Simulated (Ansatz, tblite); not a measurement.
# MgS with GFN2-xTB from a Python script

These are simulated results from tblite 0.8.0, not measurements. The cell was built from a prototype and was relaxed with r2SCAN in plane waves (Ansatz 0.2.0). Not every such cell is a known phase. All runs are without spin polarisation.

It is cubic, F-43m (No. 216); a = 5.662 Å in the conventional setting, 22.69 Å³ an atom. Around Mg lie 4 S at 2.45 Å; around S lie 4 Mg at 2.45 Å.

tblite solves periodic systems at the zone centre alone, so the script builds a cluster of 2×2×2 conventional cells (64 atoms), which folds in a coarse mesh of k points.

run.py reads:

```python
import json
from ase import Atoms
from ase.build import make_supercell
from ase.units import Bohr, GPa, Hartree
from tblite.interface import Calculator

atoms = Atoms(['Mg', 'S'],
              cell=[[0.0, 2.830877, 2.830877], [2.830877, 0.0, 2.830877], [2.830877, 2.830877, 0.0]],
              scaled_positions=[[-0.0, 0.0, 0.0], [0.25, 0.25, 0.25]],
              pbc=True)
cluster = make_supercell(atoms, [[-2, 2, 2], [-2, -2, 2], [2, -2, 2]])
calc = Calculator('GFN2-xTB', cluster.numbers, cluster.positions / Bohr, lattice=cluster.cell[:] / Bohr, periodic=cluster.pbc)
calc.set('temperature', 0.02 / Hartree)
calc.set('max-iter', 150)
res = calc.singlepoint()
levels = res.get('orbital-energies') * Hartree
nv = round(res.get('orbital-occupations').sum() / 2)
cells = len(cluster) // len(atoms)
out = {'energy_per_cell': res.get('energy') * Hartree / cells, 'homo': levels[nv - 1], 'lumo': levels[nv],
       'stress': (-res.get('virial') * Hartree / cluster.get_volume() / GPa).tolist(), 'charges': res.get('charges')[:len(atoms)].tolist(), 'electrons': 2 * nv / cells}
json.dump(out, open('results.json', 'w'))
for key, value in out.items():
    print(key, value)
```

Command: `python run.py`. It took 11 s on 1 thread of Arm Neoverse N1, on a shared host, peak memory 0.14 GiB.

The log:

```
------------------------------------------------------------
  cycle        total energy    energy error   density error
------------------------------------------------------------
      1     -112.3253659963  -1.1261927E+02   4.8309400E-01
      2     -123.5008451176  -1.1175479E+01   1.6245854E-01
      3     -124.5708610491  -1.0700159E+00   6.9828492E-02
      4     -124.4435609496   1.2730010E-01   8.7267489E-02
      5     -117.0849012443   7.3586597E+00   3.1582471E-01
      6     -124.5745331010  -7.4896319E+00   7.3704966E-02
      7     -124.5323446452   4.2188456E-02   7.8327017E-02
      8     -125.1376020971  -6.0525745E-01   1.6506109E-02
      9     -125.1632498374  -2.5647740E-02   3.6051706E-03
     10     -125.1637007982  -4.5096078E-04   3.1004328E-03
     11     -125.1642333470  -5.3254877E-04   1.9957311E-03
     12     -125.1646267533  -3.9340631E-04   4.6503212E-04
     13     -125.1646459954  -1.9242077E-05   6.7842475E-05
     14     -125.1646409371   5.0582325E-06   2.3362619E-04
     15     -125.1646431753  -2.2381558E-06   1.7993091E-04
     16     -125.1646457305  -2.5552026E-06   8.3063007E-05
     17     -125.1646463808  -6.5024696E-07   1.6075763E-05
------------------------------------------------------------

 total:                                  10.376 sec
energy_per_cell -106.43448466468897
homo -11.943601055981773
lumo -11.237742672080554
stress [[-1.0005643688150876, -1.0791659130627217e-05, 1.0791656485387385e-05], [-1.0791659130717114e-05, -1.0005643688148742, 1.0791657450123816e-05], [1.0791656485384402e-05, 1.0791657450113741e-05, -1.0005643688150359]]
charges [0.5349682567864291, -0.5349502481049301]
electrons 8.0
```

The cycle table is in hartree for the whole cluster, and the lines after it are in eV (the energy for one cell). The printed stress is in GPa and positive in compression, and the pressure is its mean diagonal.

GFN2-xTB gives a gap of 0.71 eV. On the same cell, plane-wave PBE (Ansatz, 8×8×8 k points and the special points) gives a gap of 3.47 eV and r2SCAN a gap of 4.14 eV; on shared hosts these took about 3.7 and 8.3 core-seconds on the 2-atom cell, against 11 for the script. Semilocal gaps usually lie below measured ones. xTB was fitted to molecules, so gaps, charges and pressures of solids can be far off, and the gap also depends on the size of the cluster.

The same script was run on cells scaled at fixed shape and fractional coordinates:

| volume (Å³/atom) | energy (meV/atom) | pressure (GPa, positive in compression) | gap (eV) |
| --- | --- | --- | --- |
| 19.96 | 30.0 | 5.18 | 1.53 |
| 21.33 | 1.9 | 1.65 | 1.05 |
| 22.69 | 0.0 | -1.00 | 0.71 |
| 24.05 | 16.7 | -2.84 | 0.44 |
| 25.41 | 46.7 | -4.12 | 0.25 |

A Birch-Murnaghan fit puts the minimum at 22.10 Å³/atom, 2.6 % below the given cell, with a bulk modulus of 40.8 GPa at fixed shape.

xTB was fitted mostly to molecules, and a small cluster samples few k points, so gaps, pressures and kinks along a curve can be far from a solid's.
